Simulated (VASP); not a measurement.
# ZnSe (Stilleite) (F-43m) in VASP: settings compared

The runs below take ZnSe (Stilleite) through evGW0 quasiparticle levels, phonons, dielectric tensor, with PBE, PBEsol.

Program: VASP 6.6.1. These are calculated values, not measurements. Logs are shortened: lines on timing, memory, paths and dates and some standing lists are left out, and cuts for length are marked.

**What was measured.**

From a printed reference work, textbook, for a bulk crystal of ZnSe: high-frequency dielectric constant 5.9.

The runs below are set against these values where they give the same quantity.

## Step 1: The structure

It takes space group F-43m (No. 216, cubic). Conventional cell: a = 5.641 Å, b = 5.641 Å, c = 5.641 Å, α = 90.00°, β = 90.00°, γ = 90.00°. Zn (site symmetry -43m) has 4 Se at 2.44 Å as nearest neighbours. Se (site symmetry -43m) has 4 Zn at 2.44 Å as nearest neighbours.

## Step 2: EvGW0 quasiparticle levels, PBE

Contents of POSCAR:

```
ZnSe                                    
1.0
    0.0000000000      2.8206646089      2.8206646089
    2.8206646089      0.0000000000      2.8206646089
    2.8206646089      2.8206646089      0.0000000000
  Zn              Se            
     1     1
Direct
     0.0000000000000000    0.0000000000000000    0.0000000000000000
     0.2500000000000000    0.2500000000000000    0.2500000000000000
```

Contents of INCAR.step1:

```
PREC     = Accurate       # precision mode
ENCUT    = 500            # plane-wave cutoff, eV
EDIFF    = 1E-8           # SCF threshold, eV
ISMEAR   = 0              # smearing method
SIGMA    = 0.01           # smearing width, eV
LREAL    = F              # projectors in reciprocal space
LASPH    = T              # aspherical terms in the spheres
NELM     = 80             # most SCF steps
ALGO     = Normal         # electronic algorithm
LWAVE    = T              # write WAVECAR
LCHARG   = F              # write CHGCAR
GGA      = PE             # functional
KPAR     = 4
```

Contents of INCAR.step2:

```
PREC     = Accurate       # precision mode
ENCUT    = 500            # plane-wave cutoff, eV
EDIFF    = 1E-8           # SCF threshold, eV
ISMEAR   = 0              # smearing method
SIGMA    = 0.01           # smearing width, eV
LREAL    = F              # projectors in reciprocal space
LASPH    = T              # aspherical terms in the spheres
NELM     = 1              # most SCF steps
ALGO     = Exact          # electronic algorithm
LWAVE    = T              # write WAVECAR
LCHARG   = F              # write CHGCAR
GGA      = PE             # functional
KPAR     = 4            
NBANDS   = 179            # bands
LOPTICS  = T              # frequency-dependent dielectric function
ISTART   = 1
```

Contents of INCAR.step3:

```
PREC     = Accurate       # precision mode
ENCUT    = 500            # plane-wave cutoff, eV
EDIFF    = 1E-8           # SCF threshold, eV
ISMEAR   = 0              # smearing method
SIGMA    = 0.01           # smearing width, eV
LREAL    = F              # projectors in reciprocal space
LASPH    = T              # aspherical terms in the spheres
ALGO     = EVGW0          # electronic algorithm
LWAVE    = F              # write WAVECAR
LCHARG   = F              # write CHGCAR
GGA      = PE             # functional
KPAR     = 4            
NELMGW   = 4            
NBANDS   = 179            # bands
ENCUTGW  = 150            # cutoff of the response function
NOMEGA   = 48             # frequency points
PRECFOCK = Fast         
ISTART   = 1            
NBANDSGW = 17
```

Contents of KPOINTS:

```
Automatic mesh
0
Gamma
  4 4 4
```

Potentials or basis: VASP PAW PBE potentials, release 64 (Zn_GW, Se_GW).

Started as:

```console
> cat potpaw_PBE.64/Zn_GW/POTCAR potpaw_PBE.64/Se_GW/POTCAR > POTCAR
> cp INCAR.step1 INCAR
> mpirun -np 4 vasp_std > vasp.out
> cp INCAR.step2 INCAR
> mpirun -np 4 vasp_std > vasp.out
> cp INCAR.step3 INCAR
> mpirun -np 4 vasp_std > vasp.out
```

OUTCAR:

```text
PREC = Accurate
   ENCUT = 500
   EDIFF = 1E-8
   ISMEAR = 0
   LREAL = F
   LASPH = T
   GGA = PE
   NELMGW = 4
   ENCUTGW = 150
   PRECFOCK = Fast
   ISTART = 1

 ion  position               nearest neighbor table
   1  0.000  0.000  0.000-   2 2.44   2 2.44   2 2.44   2 2.44
   2  0.250  0.250  0.250-   1 2.44   1 2.44   1 2.44   1 2.44

  LATTYP: Found a face centered cubic cell.
 ALAT       =     5.6413292178

  Lattice vectors:

 A1 = (   0.0000000000,   2.8206646089,   2.8206646089)
 A2 = (   2.8206646089,   0.0000000000,   2.8206646089)
 A3 = (   2.8206646089,   2.8206646089,   0.0000000000)

Analysis of symmetry for initial positions (statically):
=====================================================================
 Subroutine PRICEL returns:
 Original cell was already a primitive cell.

 Routine SETGRP: Setting up the symmetry group for a
 face centered cubic supercell.

 Subroutine GETGRP returns: Found 24 space group operations
 (whereof 24 operations were pure point group operations)
 out of a pool of 48 trial point group operations.

The static configuration has the point symmetry T_d .

Analysis of symmetry for dynamics (positions and initial velocities):
=====================================================================
 Subroutine PRICEL returns:
 Original cell was already a primitive cell.

 Routine SETGRP: Setting up the symmetry group for a
 face centered cubic supercell.

 Subroutine GETGRP returns: Found 24 space group operations
 (whereof 24 operations were pure point group operations)
 out of a pool of 48 trial point group operations.

The dynamic configuration has the point symmetry T_d .

 Subroutine INISYM returns: Found 24 space group operations
 (whereof 24 operations are pure point group operations),
 and found     1 'primitive' translations

----------------------------------------------------------------------------------------

                                     Primitive cell

  volume of cell :      44.8833

  direct lattice vectors                    reciprocal lattice vectors
     0.000000000  2.820664609  2.820664609    -0.177263188  0.177263188  0.177263188
     2.820664609  0.000000000  2.820664609     0.177263188 -0.177263188  0.177263188
[... 46 lines left out ...]
  0.500000  0.250000  0.000000     24.000000
 -0.250000  0.250000  0.000000     12.000000
  0.500000  0.500000  0.000000      3.000000
 -0.250000  0.500000  0.250000      6.000000
   k-points           NKPTS =      8   k-points in BZ     NKDIM =     64   number of bands    NBANDS=    179
   number of dos      NEDOS =    301   number of ions     NIONS =      2
   total plane-waves  NPLWV =  27000
   dimension x,y,z NGX =    30 NGY =   30 NGZ =   30
   dimension x,y,z NGXF=    60 NGYF=   60 NGZF=   60
   ions per type =               1   1
   NGX,Y,Z   is equivalent  to a cutoff of  12.50, 12.50, 12.50 a.u.
   NGXF,Y,Z  is equivalent  to a cutoff of  25.01, 25.01, 25.01 a.u.
 SYSTEM =  unknown system
   PREC   = accura    normal or accurate (medium, high low for compatibility)
   ISTART =      1    job   : 0-new  1-cont  2-samecut
   ICHARG =      0    charge: 1-file 2-atom 10-const
   ISPIN  =      1    spin polarized calculation?
   LNONCOLLINEAR =      F non collinear calculations
   LSORBIT =      F    spin-orbit coupling
   LASPH  =      T    aspherical Exc in radial PAW
   ENCUT  =  500.0 eV  36.75 Ry    6.06 a.u.   7.27  7.27  7.27*2*pi/ulx,y,z
   NELM   =     60;   NELMIN=  2; NELMDL=  0     # of ELM steps
   EDIFF  = 0.1E-07   stopping-criterion for ELM
   LREAL  =      F    real-space projection
   EDIFFG = 0.1E-06   stopping-criterion for IOM
   NSW    =      0    number of steps for IOM
   IBRION =     -1    ionic relax: 0-MD 1-quasi-New 2-CG
   NFREE  =      0    steps in history (QN), initial steepest desc. (CG)
   ISIF   =      0    stress and relaxation
   ISYM   =      3    0-nonsym 1-usesym 2-fastsym
   POTIM  = 0.5000    time-step for ionic-motion
   TEBEG  =    0.0;   TEEND  =   0.0 temperature during run
   PSTRESS=    0.0 pullay stress
   NELECT =      18.0000    total number of electrons
   NUPDOWN=      -1.0000    fix difference up-down
   EMIN   =  10.00;   EMAX   =-10.00  energy-range for DOS
   EFERMI =   0.00;   METHOD = LEGACY
   ISMEAR =     0;   SIGMA  =   0.01  broadening in eV -4-tet -1-fermi 0-gaus
   EFERMI_NEDOS =   21; number of points for ismear=-14 and -15
   IALGO  =     38    algorithm
   IMIX   =      4    mixing-type and parameters
     AMIX     =   0.40;   BMIX     =  1.00
     AMIX_MAG =   1.60;   BMIX_MAG =  1.00
  volume/ion in A,a.u.               =      22.44       151.44
  Fermi-wavevector in a.u.,A,eV,Ry     =   1.207269  2.281408 19.830486  1.457500
  Thomas-Fermi vector in A             =   2.342912
   LORBIT       =      0    0 simple, 1 ext, 2 COOP (PROOUT), +10 PAW based schemes
   GGA     = PE    functional components
   LHFCALC =     T    Hartree Fock is set to
   PRECFOCK=fast      Normal, Fast or Accurate (Low or Medium for compatibility)
   ENCUT4O =  -1.0   cutoff for four orbital integrals eV
   NKREDX  =     1    reduce k-point grid by
   NKREDY  =     1    reduce k-point grid by
   NKREDZ  =     1    reduce k-point grid by
   AEXX    =    1.0000 exact exchange contribution
   HFSCREEN=    0.0000 screening length (either q_TF or 0.3 A-1)
   HFSCREENC=   0.0000 screening length for correlation (either q_TF or 0.3 A-1)
   ENCUTFOCK=  -1.0 apply spherical cutoff to Coloumb kernel
   IVDW    =     0    specifies the selected vdW correction
   LEPSILON=     F    determine dielectric tensor
   LRPA    =     F    only Hartree local field effects (RPA)
   LRPAFORCE           =     F    calculate RPA forces
   ENCUTGW             = 150.0    cutoff for response function in eV
   ENCUTGWSOFT         = 120.0    soft cutoff for Coulomb kernel in GW response function in eV
   ENCUTLF             =  -1.0    cutoff for local field effects
   NELMGW              =     4    number of iterations in solving QP/BSE equation
   NELMHF              =     1    number of iterations in the inner HF iteration
   NKREDLFX            =     1    NKREDLFY  =   1   NKREDLFZ  =   1
 non-spin polarized calculation
 Gauss-broadening in eV      SIGMA  =   0.01
  energy-cutoff  :      500.00
  volume of cell :       44.88
 maximum number of plane-waves:      1158
 NGX is ok and might be reduce to    30
  NGX = 18; NGY = 18; NGZ = 18
   NGX = 15   NGY = 15   NGZ = 15
 maximum number of plane-waves:       200
 NGX is ok and might be reduce to    18

 QP shifts <psi_nk| G(iteration)W_0 |psi_nk>: iteration 1
 for sc-GW calculations column KS-energies equals QP-energies in previous step
 and V_xc(KS)=  KS-energies - (<T + V_ion + V_H > + <T+V_H+V_ion>^1  + <V_x>^1)

 k-point   1 :       0.0000    0.0000    0.0000
  band No.  KS-energies  QP-energies   sigma(KS)   V_xc(KS)     V^pw_x(r,r')   Z            occupation Imag(sigma)

      1     -10.5342     -11.1098     -13.2098     -12.3186     -19.8723       0.6459       2.0000       1.0765
      2      -3.8120      -5.4012     -22.0391     -19.6661     -30.8268       0.6697       2.0000       0.2161
      3      -3.8120      -5.4012     -22.0391     -19.6661     -30.8268       0.6697       2.0000       0.2161
      4      -3.8120      -5.4012     -22.0391     -19.6661     -30.8268       0.6697       2.0000       0.2161
      5      -3.4321      -5.1046     -22.9735     -20.4955     -32.0506       0.6749       2.0000       0.1953
      6      -3.4321      -5.1046     -22.9735     -20.4955     -32.0506       0.6749       2.0000       0.1953
[... 653 lines left out ...]
      3      -5.8734      -5.9192     -22.5656      16.6241     -31.6690       0.6724       2.0000       0.2272
      4      -5.7652      -5.8092     -22.4279      16.5975     -31.3458       0.6759       2.0000       0.2104
      5      -5.7794      -5.8258     -22.8720      17.0237     -32.0639       0.6734       2.0000       0.2151
      6      -5.3700      -5.4140     -22.8802      17.4451     -31.9759       0.6758       2.0000       0.2276
[... 9 lines left out ...]
     16      16.9665      16.9647      -9.2450      26.2092      -3.4551       0.7458       0.0000      -0.5243
     17      17.8171      17.8169     -10.0344      27.8512      -3.9367       0.7456       0.0000      -0.5690
```

OUTCAR.step1:

```text
PREC = Accurate
   ENCUT = 500
   EDIFF = 1E-8
   ISMEAR = 0
   LREAL = F
   LASPH = T
[... 330 lines left out ...]
 -----------------------------------------------------------------------------------
      0.00000      0.00000      0.00000         0.000000      0.000000      0.000000
      1.41033      1.41033      1.41033        -0.000000     -0.000000     -0.000000
 -----------------------------------------------------------------------------------
    total drift:                               -0.000000     -0.000000      0.000000

  FREE ENERGIE OF THE ION-ELECTRON SYSTEM (eV)
  ---------------------------------------------------
  free  energy   TOTEN  =        -5.9482362168 eV

  energy  without entropy=       -5.9482362168  energy(sigma->0) =       -5.94823622
```

OUTCAR.step2:

```text
PREC = Accurate
   ENCUT = 500
   EDIFF = 1E-8
   ISMEAR = 0
   LREAL = F
[... 730 lines left out ...]
     0.00000    15.06492    15.06492    15.06492     0.00000     0.00000    -0.00000
     1.78450     5.32165     5.32165     5.32165     0.00000     0.00000    -0.00000
     3.56900    -8.38268    -8.38268    -8.38268     0.00000     0.00000    -0.00000
     5.35350   -10.20582   -10.20582   -10.20582    -0.00000    -0.00000     0.00000
     7.13800    -3.73176    -3.73176    -3.73176    -0.00000    -0.00000     0.00000
     8.92251    -1.32587    -1.32587    -1.32587    -0.00000    -0.00000     0.00000
[... 92 lines left out ...]
   174.88112     0.98391     0.98391     0.98391    -0.00000    -0.00000     0.00000
   176.66562     0.98427     0.98427     0.98427    -0.00000    -0.00000     0.00000
```

Run time: 2.3 min. Hardware: 4 MPI ranks of Intel Xeon 6975P-C (Granite Rapids), shared host; peak memory 0.42 GiB.

What came out:

```yaml
Band_gap_on_the_k_mesh_mean-field_level: 1.32 eV, direct
Quasiparticle_gap: 2.70 eV
Least_direct_quasiparticle_gap: 2.70 eV
```

Levels at points of the mesh, in eV from the valence-band top:
| k point | band 7 | band 8 | band 9 | band 10 | band 11 | band 12 |
| --- | --- | --- | --- | --- | --- | --- |
| (0.00, 0.00, 0.00) | 0.00 | 0.00 | 0.00 | 1.32 | 5.77 | 5.77 |
| (0.50, 0.00, 0.00) | -5.33 | -0.89 | -0.89 | 2.54 | 6.36 | 6.36 |
| (0.50, 0.50, 0.00) | -4.83 | -2.24 | -2.24 | 2.93 | 3.44 | 10.83 |

Quasiparticle gap after each update of the energies (eV): 2.47, 2.66, 2.70, 2.70

Caveat: the k mesh is coarse (spacing up to 0.48 Å⁻¹), so the values aren't converged; bands, screening cutoff and mesh are small and nothing is extrapolated, so the quasiparticle values aren't converged.

[end of part 1 of 3]
